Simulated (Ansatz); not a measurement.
Input and command of a plane-wave DFT calculation in Ansatz:

```yaml
crystal:
  lattice:
    - [0.0, 2.378785, 2.240215]
    - [2.378785, 0.0, 2.240215]
    - [2.378785, 2.378785, 0.0]
  atoms:
    - { symbol: Li, position: [0.25, 0.25, 0.25] }
    - { symbol: Li, position: [0.75, 0.75, 0.75] }
    - { symbol: O, position: [0.0, 0.0, 0.0] }
basis:
  ecutwfc: 500
kpoints:
  mp_grid: { grid: [8, 8, 8] }
hamiltonian:
  xc: r2scan
scf:
  occupations: { method: gaussian, width: 0.05 }
output:
  forces: true
  stress: true
  eigenvalues: true
```

```bash
ansatz run input.yaml --threads 1 --pin off --max-ram 2560MiB --backend cpu --events-out ev --progress --plain --runs-dir out
```

Processor: Arm Neoverse V1, 1 thread, on a host shared with other jobs.

Task: Estimate time, memory and problem size.

Result: About 2.5 s on 1 thread of Arm Neoverse V1, on a shared host, peak memory 0.34 GiB. It solves 10 bands at 59 k points (the mesh reduced by symmetry) with about 637 plane waves, in 6 SCF iterations.
